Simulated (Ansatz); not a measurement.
The system is Te.

```
CELL_PARAMETERS angstrom
4.45400 0.00000 0.00000
-2.22700 3.85728 0.00000
0.00000 0.00000 5.92400
ATOMIC_POSITIONS crystal
Te 0.73100 0.73100 0.00000
Te 0.00000 0.26900 0.66667
Te 0.26900 0.00000 0.33333
```

Base run:

| Item | Value |
| --- | --- |
| Program | Ansatz 0.2.0 |
| Functional | PBE |
| Potentials or basis | Ansatz PAW |
| Cutoff | 420 eV (not typed: the program's choice for these potentials) |
| k mesh | 7 × 7 × 5 |
| Occupations | gaussian, width 0.03 eV |
| Spin | no spin polarisation |

Its results: pressure 1.4 GPa; largest force 0.148 eV/Å.

Task: The run is repeated on the same cell with these changes: functional from PBE to RPBE; occupations from gaussian, width 0.03 eV to fermi-dirac, width 0.05 eV. What comes out?

Result: Pressure 2.8 GPa; largest force 0.148 eV/Å.

Caveats: the PAW data sets come from PBE, with cores solved anew for the run's functional, which leaves a small shift of forces and pressure (some runs).
